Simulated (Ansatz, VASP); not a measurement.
SnO in VASP and in Ansatz

```xyz
4
Lattice="3.8137 0.0000 0.0000 0.0000 3.8137 0.0000 0.0000 0.0000 4.8869" Properties=species:S:1:pos:R:3 pbc="T T T"
Sn    1.9068    0.0000    3.7367
Sn    0.0000    1.9068    1.1503
O     0.0000    0.0000    0.0000
O     1.9068    1.9068    0.0000
```

The cell is a database's computed one.

Alike in both runs: task single point; functional PBE; k mesh 7 × 7 × 6; occupations gaussian, width 0.02 eV; no spin polarisation.

|  | VASP | Ansatz |
| --- | --- | --- |
| version | VASP 6.6.1 | Ansatz 0.2.0 |
| potentials or method | VASP PAW PBE potentials, release 64 (Sn_d, O) | Ansatz PAW |
| plane-wave cutoff (eV) | 520 | 420 |
| valence electrons in the cell | 40 | 40 |

VASP gave:

| Item | Value |
| --- | --- |
| gap on the k mesh at the Fermi level (eV) | 0.38 |
| least direct gap on the mesh (eV) | 2.05 |
| pressure (GPa) | 3.8 |
| largest component of the traceless stress (GPa) | 0.61 |
| rms of the force components (eV/Å) | 0.186 |

Question: Which values does Ansatz return?

Answer: gap on the k mesh at the Fermi level (eV): 0.37; least direct gap on the mesh (eV): 2.07; pressure (GPa): 3.6; largest component of the traceless stress (GPa): 0.63; rms of the force components (eV/Å): 0.151.

Atom by atom the forces differ by 0.035 eV/Å (rms over components).

Caveats: spin-orbit coupling is left out, which moves the levels of the heavy elements; an odd mesh through Γ misses points on the zone boundary, where band edges often lie (VASP); odd divisions of the mesh miss points on the zone boundary, where band edges often lie, so the gap on the mesh can be too wide (Ansatz); the pressure holds a Pulay correction of +0.5 GPa for the finite cutoff (Ansatz).
